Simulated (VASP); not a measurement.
# C in VASP: a series of runs

Runs on C. Level: PBEsol. Tasks: single point, molecular dynamics.

Everything below comes from runs of VASP 6.6.1. Logs are shortened: lines on timing, memory, paths and dates and some standing lists are left out, and cuts for length are marked.

## Step 1: The structure

The cell holds a slab with vacuum, 18 atoms: a = 7.398 Å, b = 7.398 Å, c = 13.000 Å, α = 90.00°, β = 90.00°, γ = 120.00°.

The cell was built by a generator and needn't be a form met in nature.

## Step 2: Single point, PBEsol

Input file INCAR:

```
SYSTEM = C
ALGO = Fast
EDIFF = 1E-6
ENCUT = 520
GGA = PS
ISIF = 2
ISMEAR = -1
LASPH = .True.
LCHARG = .False.
LREAL = Auto
LWAVE = .False.
NBANDS = 51
NELM = 100
PREC = Accurate
SIGMA = 0.05
```

Input file KPOINTS:

```
k-points
0
Gamma
  2 2 1
  0 0 0
```

Input file POSCAR:

```
C
1.0
    7.3980000000      0.0000000000      0.0000000000
   -3.6990000000      6.4068560000      0.0000000000
    0.0000000000      0.0000000000     13.0000000000
C
18
Direct
   -0.0004018449     -0.0139694103      0.0655076923
    0.2065998121      0.0978170884      0.0783000000
    0.0193053014      0.3462072505      0.0739461538
    0.2214670807      0.4461782815      0.0932846154
   -0.0247519559      0.6634455340      0.0897615385
    0.2322652720      0.7948360319      0.0946384615
    0.3426755187      0.0161701777      0.0877384615
    0.5675362136      0.1202305780      0.0737000000
    0.3258234040      0.3215305604      0.0873461538
    0.5437684622      0.4254660944      0.0725076923
    0.3397926470      0.6736377406      0.0917615385
    0.5549812620      0.7649773930      0.0673307692
    0.6896140546      0.0096147003      0.0626923077
    0.8921014873      0.1143462566      0.0556846154
    0.6747624647      0.3458482601      0.0796615385
    0.8886332231      0.4528274086      0.0745769231
    0.6511571794      0.6503814039      0.0611769231
    0.8746767553      0.7704402908      0.0749923077
```

Potentials or basis: VASP PAW PBE potentials, release 64 (C).

Started as:

```
$ cat potpaw_PBE.64/C/POTCAR > POTCAR
$ mpirun -np 1 vasp_std > vasp.out
```

OUTCAR:

```text
SYSTEM = C
   EDIFF = 1E-6
   ENCUT = 520
   GGA = PS
   ISIF = 2
   ISMEAR = -1
   LASPH = .True.
   LREAL = Auto
   NELM = 100
   PREC = Accurate

 ion  position               nearest neighbor table
   1  1.000  0.986  0.066-   2 1.34  18 1.39  14 1.52
   2  0.207  0.098  0.078-   1 1.34   7 1.41   9 1.44
   3  0.019  0.346  0.074-   4 1.32  14 1.51  16 1.52
   4  0.221  0.446  0.093-   3 1.32  11 1.46   9 1.47
   5  0.975  0.663  0.090-  18 1.34  16 1.37   6 1.65
   6  0.232  0.795  0.095-   7 1.42  11 1.47   5 1.65
[... 10 lines left out ...]
  17  0.651  0.650  0.061-  12 1.35  18 1.44  10 1.45
  18  0.875  0.770  0.075-   5 1.34   1 1.39  17 1.44

  LATTYP: Found a hexagonal cell.
 ALAT       =     7.3980000000
 C/A-ratio  =     1.7572316842

  Lattice vectors:

 A1 = (   7.3980000000,   0.0000000000,   0.0000000000)
 A2 = (  -3.6990000000,   6.4068560000,   0.0000000000)
 A3 = (   0.0000000000,   0.0000000000,  13.0000000000)

Analysis of symmetry for initial positions (statically):
=====================================================================
 Subroutine PRICEL returns:
 Original cell was already a primitive cell.

 Routine SETGRP: Setting up the symmetry group for a
 hexagonal supercell.

 Subroutine GETGRP returns: Found  1 space group operations
 (whereof  1 operations were pure point group operations)
 out of a pool of 24 trial point group operations.

The static configuration has the point symmetry C_1 .

Analysis of symmetry for dynamics (positions and initial velocities):
=====================================================================
 Subroutine PRICEL returns:
 Original cell was already a primitive cell.

 Routine SETGRP: Setting up the symmetry group for a
 hexagonal supercell.

 Subroutine GETGRP returns: Found  1 space group operations
 (whereof  1 operations were pure point group operations)
 out of a pool of 24 trial point group operations.

The dynamic configuration has the point symmetry C_1 .

 Subroutine INISYM returns: Found  1 space group operations
 (whereof  1 operations are pure point group operations),
 and found     1 'primitive' translations

----------------------------------------------------------------------------------------

                                     Primitive cell

  volume of cell :     616.1730

  direct lattice vectors                    reciprocal lattice vectors
     7.398000000  0.000000000  0.000000000     0.135171668  0.078041398  0.000000000
    -3.699000000  6.406856000  0.000000000     0.000000000  0.156082796  0.000000000
     0.000000000  0.000000000 13.000000000     0.000000000  0.000000000  0.076923077

  length of vectors
     7.398000000  7.398000054 13.000000000     0.156082797  0.156082796  0.076923077

  position of ions in fractional coordinates (direct lattice)
     0.999598155  0.986030590  0.065507692
     0.206599812  0.097817088  0.078300000
     0.019305301  0.346207251  0.073946154
     0.221467081  0.446178282  0.093284615
     0.975248044  0.663445534  0.089761538
     0.232265272  0.794836032  0.094638461
[... 10 lines left out ...]
     0.651157179  0.650381404  0.061176923
     0.874676755  0.770440291  0.074992308

  ion indices of the primitive-cell ions
   primitive index   ion index
                 1           1
                 2           2
                 3           3
                 4           4
                 5           5
                 6           6
[... 10 lines left out ...]
                17          17
                18          18

----------------------------------------------------------------------------------------

 KPOINTS: k-points

Automatic generation of k-mesh.
 Grid dimensions read from file:
 generate k-points for:    2    2    1

 Generating k-lattice:

  Cartesian coordinates                     Fractional coordinates (reciprocal lattice)
     0.067585834  0.039020699  0.000000000     0.500000000 -0.000000000  0.000000000
     0.000000000  0.078041398  0.000000000     0.000000000  0.500000000  0.000000000
     0.000000000  0.000000000  0.076923077     0.000000000  0.000000000  1.000000000

  Length of vectors
     0.078041399  0.078041398  0.076923077

  Shift w.r.t. Gamma in fractional coordinates (k-lattice)
     0.000000000  0.000000000  0.000000000

 Subroutine IBZKPT returns following result:
 ===========================================

 Found      4 irreducible k-points:

 Following reciprocal coordinates:
            Coordinates               Weight
  0.000000  0.000000  0.000000      1.000000
  0.500000  0.000000  0.000000      1.000000
  0.000000  0.500000  0.000000      1.000000
  0.500000  0.500000  0.000000      1.000000
   k-points           NKPTS =      4   k-points in BZ     NKDIM =      4   number of bands    NBANDS=     51
   number of dos      NEDOS =    301   number of ions     NIONS =     18
   total plane-waves  NPLWV = 307328
   dimension x,y,z NGX =    56 NGY =   56 NGZ =   98
   dimension x,y,z NGXF=   112 NGYF=  112 NGZF=  196
   ions per type =              18
   NGX,Y,Z   is equivalent  to a cutoff of  12.58, 12.58, 12.53 a.u.
   NGXF,Y,Z  is equivalent  to a cutoff of  25.17, 25.17, 25.06 a.u.
 SYSTEM =  C
   PREC   = accura    normal or accurate (medium, high low for compatibility)
   ISTART =      0    job   : 0-new  1-cont  2-samecut
   ICHARG =      2    charge: 1-file 2-atom 10-const
   ISPIN  =      1    spin polarized calculation?
   LNONCOLLINEAR =      F non collinear calculations
   LSORBIT =      F    spin-orbit coupling
   LASPH  =      T    aspherical Exc in radial PAW
   ENCUT  =  520.0 eV  38.22 Ry    6.18 a.u.  13.76 13.76 24.17*2*pi/ulx,y,z
   NELM   =    100;   NELMIN=  2; NELMDL= -5     # of ELM steps
   EDIFF  = 0.1E-05   stopping-criterion for ELM
   LREAL  =      T    real-space projection
   EDIFFG = 0.1E-04   stopping-criterion for IOM
   NSW    =      0    number of steps for IOM
   IBRION =     -1    ionic relax: 0-MD 1-quasi-New 2-CG
   NFREE  =      0    steps in history (QN), initial steepest desc. (CG)
   ISIF   =      2    stress and relaxation
   ISYM   =      2    0-nonsym 1-usesym 2-fastsym
   POTIM  = 0.5000    time-step for ionic-motion
   TEBEG  =    0.0;   TEEND  =   0.0 temperature during run
   PSTRESS=    0.0 pullay stress
   NELECT =      72.0000    total number of electrons
   NUPDOWN=      -1.0000    fix difference up-down
   EMIN   =  10.00;   EMAX   =-10.00  energy-range for DOS
   EFERMI =   0.00;   METHOD = LEGACY
   ISMEAR =    -1;   SIGMA  =   0.05  broadening in eV -4-tet -1-fermi 0-gaus
   EFERMI_NEDOS =   21; number of points for ismear=-14 and -15
   IALGO  =     68    algorithm
   IMIX   =      4    mixing-type and parameters
     AMIX     =   0.40;   BMIX     =  1.00
     AMIX_MAG =   1.60;   BMIX_MAG =  1.00
  volume/ion in A,a.u.               =      34.23       231.01
  Fermi-wavevector in a.u.,A,eV,Ry     =   0.800359  1.512459  8.715544  0.640574
  Thomas-Fermi vector in A             =   1.907639
   LORBIT       =      0    0 simple, 1 ext, 2 COOP (PROOUT), +10 PAW based schemes
   GGA     = PS    functional components
   LHFCALC =     F    Hartree Fock is set to
   AEXX    =    0.0000 exact exchange contribution
   IVDW    =     0    specifies the selected vdW correction
   LEPSILON=     F    determine dielectric tensor
   LRPA    =     F    only Hartree local field effects (RPA)
 non-spin polarized calculation
 RMM-DIIS sequential band-by-band and
  energy-cutoff  :      520.00
  volume of cell :      616.17
 maximum number of plane-waves:     16651
 NGX is ok and might be reduce to    56
   NGX = 27   NGY = 27   NGZ = 49

 number of electron      72.0000002 magnetization

 Free energy of the ion-electron system (eV)
  ---------------------------------------------------
  ext. energy  EPLUGINS =         0.00000000
  ---------------------------------------------------
  free energy    TOTEN  =      -169.15415817 eV

  energy without entropy =     -169.13061508  energy(sigma->0) =     -169.14238663

 E-fermi :  -2.0341     XC(G=0):  -3.3192

 val. band max:       -2.1254539748   @ k =   0.0000   0.0000   0.0000
 cond. band min:      -1.9410085363   @ k =   0.0000   0.0000   0.0000
 fundamental gap:      0.1844454385
 Fermi energy:        -2.0340900010

 k-point     1 :       0.0000    0.0000    0.0000
  band No.  band energies     occupation
      1     -21.5388      2.00000
      2     -19.3726      2.00000
      3     -19.1600      2.00000
      4     -19.0633      2.00000
      5     -18.8662      2.00000
      6     -18.6531      2.00000
[... 40 lines left out ...]
     47       4.0892      0.00000
     48       4.4172      0.00000

 k-point     2 :       0.5000    0.0000    0.0000
  band No.  band energies     occupation
      1     -21.0228      2.00000
      2     -20.7900      2.00000
      3     -19.6402      2.00000
      4     -19.3727      2.00000
      5     -17.3927      2.00000
      6     -17.2252      2.00000
[... 40 lines left out ...]
     47       3.8689      0.00000
     48       4.1613      0.00000

 k-point     3 :       0.0000    0.5000    0.0000
  band No.  band energies     occupation
      1     -21.0027      2.00000
      2     -20.8088      2.00000
      3     -19.6043      2.00000
      4     -19.4354      2.00000
      5     -17.3960      2.00000
      6     -17.2506      2.00000
[... 40 lines left out ...]
     47       3.8711      0.00000
     48       4.2084      0.00000

 k-point     4 :       0.5000    0.5000    0.0000
  band No.  band energies     occupation
      1     -21.1206      2.00000
      2     -20.6064      2.00000
      3     -19.6315      2.00000
      4     -19.5386      2.00000
      5     -17.4536      2.00000
      6     -17.3709      2.00000
[... 40 lines left out ...]
     47       3.8807      0.00000
     48       4.0727      0.00000
 [bands above 48 left out]

------------------------ aborting loop because EDIFF is reached ----------------------------------------

  FORCE on cell =-STRESS in cart. coord.  units (eV):
  Direction    XX          YY          ZZ          XY          YZ          ZX
  --------------------------------------------------------------------------------------
  -------------------------------------------------------------------------------------
  Total        1.6411300      1.1669798     -1.5622766     -1.0516858     -0.9998177      2.3931428
  in kB        4.2672779      3.0343892     -4.0622428     -2.7346009     -2.5997330      6.2226670
  external PRESSURE =       1.0798081 kB  Pullay stress =       0.0000000 kB

 VOLUME and BASIS-vectors are now :
 -----------------------------------------------------------------------------
  energy-cutoff  :      520.00
  volume of cell :      616.17
      direct lattice vectors                 reciprocal lattice vectors
     7.398000000  0.000000000  0.000000000     0.135171668  0.078041398  0.000000000
    -3.699000000  6.406856000  0.000000000     0.000000000  0.156082796  0.000000000
     0.000000000  0.000000000 13.000000000     0.000000000  0.000000000  0.076923077

 POSITION                                       TOTAL-FORCE (eV/Angst)
 -----------------------------------------------------------------------------------
      3.74770      6.31736      0.85160        -4.598915      1.963782     -0.024284
      1.16660      0.62670      1.01790         2.962533      3.178441      0.861719
     -1.13780      2.21810      0.96130        -6.147228     -2.936128     -0.697133
     -0.01200      2.85860      1.21270         3.611570      1.142806     -0.708430
      4.76080      4.25060      1.16690         7.402143      2.634107     -0.107943
     -1.22180      5.09240      1.23030        -1.268021     -2.947761     -0.316087
[... 10 lines left out ...]
      2.41150      4.16690      0.79530         1.888739     -0.015854      1.167821
      3.62100      4.93610      0.97490        -1.500586     -0.769765     -1.123264
 -----------------------------------------------------------------------------------
    total drift:                               -0.004795      0.011365      0.023893

  FREE ENERGIE OF THE ION-ELECTRON SYSTEM (eV)
  ---------------------------------------------------
  free  energy   TOTEN  =      -169.1541581678 eV

  energy  without entropy=     -169.1306150823  energy(sigma->0) =     -169.14238663
```

It took 2.4 min on 1 thread of Intel Xeon 6975P-C (Granite Rapids), shared host; peak memory 0.63 GiB.

What came out:

| Property | Result |
| --- | --- |
| Free energy | -169.1542 eV |
| Largest force | 7.981 eV/Å |
| Band gap on the k mesh | 0.18 eV, direct |

Forces in eV/Å, atoms in the order of the input:
```
C   -4.599  1.964 -0.024
C    2.963  3.178  0.862
C   -6.147 -2.936 -0.697
C    3.612  1.143 -0.708
C    7.402  2.634 -0.108
C   -1.268 -2.948 -0.316
C    1.922 -2.913 -0.861
C   -0.006 -0.464  0.843
C   -1.132  0.931 -1.076
C   -1.967  3.256  0.926
C   -0.958  0.516 -0.562
C   -2.628  3.894  0.466
C   -7.037 -3.724  0.548
C    5.714  2.205  1.281
C    1.149 -4.926 -1.603
C    2.591 -1.025  0.986
C    1.889 -0.016  1.168
C   -1.501 -0.770 -1.123
```

Caveat: the k mesh is coarse (spacing up to 0.49 Å⁻¹), so the values aren't converged; the PAW data sets were made with another functional, which shifts forces and pressure a little.

## Step 3: Single point, PBEsol

Input file INCAR:

```
SYSTEM = C
ALGO = Fast ; EDIFF = 1E-6
ENCUT = 520 ; GGA = PS
ISIF = 2 ; ISMEAR = -1
LASPH = .TRUE. ; LCHARG = .TRUE.
LELF = .TRUE. ; LREAL = Auto
LVHAR = .TRUE. ; LWAVE = .FALSE.
NBANDS = 51 ; NELM = 100
PREC = Accurate ; SIGMA = 0.05
```

Input file KPOINTS:

```
k-points
0
G
  2 2 1
  0 0 0
```

Input file POSCAR:

```
C
1.0
    7.3980000000      0.0000000000      0.0000000000
   -3.6990000000      6.4068560000      0.0000000000
    0.0000000000      0.0000000000     13.0000000000
C
18
Direct
   -0.0048588156      0.0044483597      0.0821230769
    0.2244504481      0.1095389064      0.0722692308
   -0.0017020890      0.3289288849      0.0848384615
    0.2173082141      0.4342379476      0.0547923077
    0.0068357729      0.6709843330      0.0737615385
    0.2291887787      0.7785722045      0.0736307692
    0.3382580940     -0.0032621304      0.0705846154
    0.5589950049      0.1190443487      0.0646692308
    0.3341182126      0.3270090665      0.0795846154
    0.5606398301      0.4461782815      0.0804769231
    0.3372655560      0.6654746103      0.0621846154
    0.5450049442      0.7772767173      0.0876000000
    0.6531706710     -0.0003902070      0.0924846154
    0.8931039989      0.1147832884      0.0937307692
    0.6700799004      0.3334552860      0.0722769231
    0.8929624778      0.4475362018      0.0755692308
    0.6692585291      0.6680655847      0.0828384615
    0.8759054878      0.7780883479      0.0812000000
```

Potentials or basis: VASP PAW PBE potentials, release 64 (C).

Started as:

```
$ cat potpaw_PBE.64/C/POTCAR > POTCAR
$ mpirun -np 1 vasp_std > vasp.out
```

Run time: 3 min. Hardware: 1 thread of AMD EPYC 9R45 (Zen 5), shared host; peak memory 0.61 GiB.

Results (log left out):

```yaml
Free_energy: -170.8862 eV
Largest_force: 6.240 eV/Å
Band_gap_on_the_k_mesh: 0.21 eV, direct
```

Forces in eV/Å, atoms in the order of the input:
```
C    2.472 -1.078 -0.106
C   -1.041 -1.186  1.076
C    1.207  2.442 -2.539
C    0.601  0.721  3.658
C   -2.576 -0.769  0.536
C   -0.535 -0.479 -1.040
C   -1.440  1.510 -0.299
C    0.255 -3.341  2.122
C   -0.783  1.436 -2.290
C   -0.228 -0.780 -0.522
C   -2.002 -1.655  0.914
C    2.839  0.635 -0.977
C    3.040  0.571 -1.218
C   -3.211 -1.618  0.040
C   -0.687  3.037  0.208
C   -0.110  0.319  0.356
C   -3.813 -1.313  0.703
C    6.013  1.547 -0.621
```

Levels at points of the mesh, in eV from the valence-band top:
```
           k point  band 34  band 35  band 36  band 37  band 38  band 39
(0.00, 0.00, 0.00)    -2.44    -0.10     0.00     0.21     0.53     3.56
(0.50, 0.00, 0.00)    -2.38    -2.25    -1.91     1.58     2.27     2.42
(0.00, 0.50, 0.00)    -2.34    -2.08    -2.02     1.60     2.21     2.35
(0.50, 0.50, 0.00)    -2.41    -2.20    -2.03     1.85     2.05     2.42
```

Caveat: the k mesh is coarse (spacing up to 0.49 Å⁻¹), so the values aren't converged; the PAW data sets were made with another functional, which shifts forces and pressure a little.

(Continued in part 2 of 2.)
